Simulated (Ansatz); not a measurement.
# CaF2: strong compression

The task here is to estimate one member of a computed series from the others.

Program: Ansatz 0.2.0. Level of theory: DFT, PBEsol, all-electron LAPW, scalar-relativistic. These are calculated values, not measurements.

1 further run of the same task is left out (it didn't finish).

## Starting point

The structure is cubic, space group Fm-3m (No. 225). Conventional cell: a = 5.516 Å, b = 5.516 Å, c = 5.516 Å, α = 90.00°, β = 90.00°, γ = 90.00°. Ca (site symmetry m-3m) is surrounded by 8 F at 2.39 Å. F (site symmetry -43m) has 4 Ca at 2.39 Å as nearest neighbours.

As a file:

```xyz
3
Lattice="0.0000 2.7580 2.7580 2.7580 0.0000 2.7580 2.7580 2.7580 0.0000" Properties=species:S:1:pos:R:3 pbc="T T T"
Ca    0.0000    0.0000    0.0000
F     4.1370    4.1370    4.1370
F     1.3790    1.3790    1.3790
```

Whether this phase is the stable one at these pressures isn't tested.

Atoms are numbered in the order of the input: Ca1, F2, F3.

Set-up of the first run:

input.yaml reads:

```yaml
crystal:
  lattice:
    - [0.0, 2.7580259682, 2.7580259682]
    - [2.7580259682, 0.0, 2.7580259682]
    - [2.7580259682, 2.7580259682, 0.0]
  atoms:
    - { symbol: Ca, position: [0.0, 0.0, 0.0] }
    - { symbol: F, position: [0.75, 0.75, 0.75] }
    - { symbol: F, position: [0.25, 0.25, 0.25] }
kpoints:
  mp_grid: { grid: [9, 9, 9] }
  band_path:
    path:
      - [0.0, 0.0, 0.0]
      - [0.5, 0.0, 0.5]
      - [0.625, 0.25, 0.625]
      - [0.375, 0.375, 0.75]
      - [0.0, 0.0, 0.0]
      - [0.5, 0.5, 0.5]
      - [0.5, 0.25, 0.75]
      - [0.5, 0.0, 0.5]
    npoints: 14
scf:
  occupations: { method: fermi_dirac, width: 0.03 }
hamiltonian:
  xc: pbesol
  pseudopotentials: { kind: all_electron, lapw: { basis_error: 0.001 } }
output:
  forces: true
  stress: true
  eigenvalues: true
  populations: true
```

Launch:

```
ansatz run input.yaml --threads 1 --pin off --max-ram 3072MiB --backend cpu --events-out ev --progress --plain --runs-dir out
```

Steps of the session up to this table: The reference volume, LAPW; Volume scaled by 0.9, LAPW; Volume scaled by 0.6, LAPW; Volume scaled by 0.4, LAPW.

One of the session's tables, all rows but one given; the rest of the session is left out.

| method | volume over the first | volume (Å³/atom) | pressure (GPa) | gap (eV) |
| --- | --- | --- | --- | --- |
| LAPW | 1 | 13.986 | -4.03 | 6.94 |
| LAPW | 0.9 | 12.588 | 5.16 | 7.55 |
| LAPW | 0.6 | 8.392 | 112.11 | 9.16 |
| LAPW | 0.4 | ? | ? | ? |
| PAW | 1 | 13.986 | -4.02 | 6.95 |
| PAW | 0.9 | 12.588 | 5.16 | 7.56 |
| PAW | 0.6 | 8.392 | 111.96 | 9.16 |
| PAW | 0.4 | 5.595 | 511.22 | 9.34 |

Q: Estimate the row for LAPW, 0.4 from the others.

The run gave: volume (Å³/atom): 5.595; pressure (GPa): 512.92; gap (eV): 9.35.

Limits of these values: Warnings in the runs' records: stress scf threshold loose.
